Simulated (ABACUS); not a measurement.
**Cr: equation of state with PBEsol**

Crystal: Cr.

```xyz
1
Lattice="-1.4844 1.4844 1.4844 1.4844 -1.4844 1.4844 1.4844 1.4844 -1.4844" Properties=species:S:1:pos:R:3 pbc="T T T"
Cr    0.0000    0.0000    0.0000
```

| Property | Result |
| --- | --- |
| Program | ABACUS 3.10.1 |
| Task | equation of state |
| Functional | PBEsol |
| Potentials or basis | SG15 ONCV 1.2 PBE |
| Cutoff | 1361 eV |
| Density cutoff | 5442 eV |
| Basis | DZP LCAO (the cutoffs set its grid) |
| k mesh | 11 × 11 × 11 |
| Occupations | fermi-dirac, width 0.05 eV |
| Spin | collinear spin, ferromagnetic start |
| Starting moments | [3.0] μB |
| Orbital files | Cr Cr_confined-atom_7au_3s2p2d1f.orb |
| Radial cutoff of the potentials (pseudo_rcut) | 10 bohr |
| SCF threshold on the density | 1e-07 |
| Max SCF steps | 100 |
| Eigensolver | genelpa |
| Mixing | broyden |
| Mixing share | 0.4 |
| Symmetry key | 1 |

```json
{
 "Equilibrium volume": "11.24 Å³/atom (rough: see the caveat)",
 "Bulk modulus": "284 GPa (rough)"
}
```

Energy against volume, from the lowest point:
```
volume (Å³/atom)  energy (meV/atom)
          12.299               0.00
          12.823              80.74
          13.346             181.77
          13.870             298.53
```

All runs of the series together: 43 s on 4 threads of Intel(R) Xeon(R) Platinum 8488C (Sapphire Rapids), with other jobs on the host.

Caveat: the atomic orbitals were generated for these runs and aren't a published set; the minimum lies outside the volumes run; the potentials were made for another functional, which shifts forces and pressure; the basis of atomic orbitals isn't converged, which shifts pressures, moduli and gaps.
